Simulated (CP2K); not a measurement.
Runs of CP2K 2026.2 on Cs. Symmetry: Im-3m, No. 229, cubic system. Conventional cell: a = 6.257 Å, b = 6.257 Å, c = 6.257 Å, α = 90.00°, β = 90.00°, γ = 90.00°. 

```tsv
task	level	potentials or basis	smearing	NGRIDS	basis sets	potentials	CUTOFF of the grids	cutoff radius of the dispersion sum (A)	gap on the mesh (eV)	pressure (GPa)
single point	r2SCAN+D4	POTENTIAL_UZH Cs GTH-SCAN-q9; TZVP-MOLOPT-SCAN-GTH basis	methfessel-paxton 0.1 eV	4	Cs TZVP-MOLOPT-SCAN-GTH-q9	Cs GTH-SCAN-q9 of POTENTIAL_UZH	675 Ry	20	none	(a)
single point	PBE	POTENTIAL_UZH Cs GTH-PBE-q9; TZVP-MOLOPT-PBE-GTH basis	gaussian 0.02 eV	4	Cs TZVP-MOLOPT-PBE-GTH-q9	Cs GTH-PBE-q9 of POTENTIAL_UZH	450 Ry	-	none	-0.1
single point	PBE	POTENTIAL_UZH Cs GTH-PBE-q9; TZVP-MOLOPT-PBE-GTH basis	fermi-dirac 0.05 eV	4	Cs TZVP-MOLOPT-PBE-GTH-q9	Cs GTH-PBE-q9 of POTENTIAL_UZH	450 Ry	-	none	-0.1
atomic charges	PBEsol+D3(BJ)	POTENTIAL_UZH Cs GTH-PBE-q9; TZVP-MOLOPT-PBE-GTH basis	methfessel-paxton 0.2 eV	4	Cs TZVP-MOLOPT-PBE-GTH-q9	Cs GTH-PBE-q9 of POTENTIAL_UZH	450 Ry	20	none	-0.3
single point	RPBE	POTENTIAL_UZH Cs GTH-PBE-q9; TZVP-MOLOPT-PBE-GTH basis	gaussian 0.02 eV	5	Cs TZVP-MOLOPT-PBE-GTH-q9	Cs GTH-PBE-q9 of POTENTIAL_UZH	450 Ry	-	none	0.1
```

Alike in all rows: no spin polarisation; cell as given; k mesh 6 × 6 × 6.

Question: Estimate the missing entries.

Answer: (a) 0.0.

Caveats: the basis of atomic orbitals isn't converged, which shifts pressures, moduli and gaps; pairwise dispersion overbinds metals, which lowers pressure and volume (some runs); the potentials were made for another functional, which shifts forces and pressure (some runs).

A k mesh can miss the band edges, and the runs leave out spin-orbit coupling on Cs.

A gap of «none» marks a metal or a gap under the smearing width.

Not every run made on this cell is shown here.
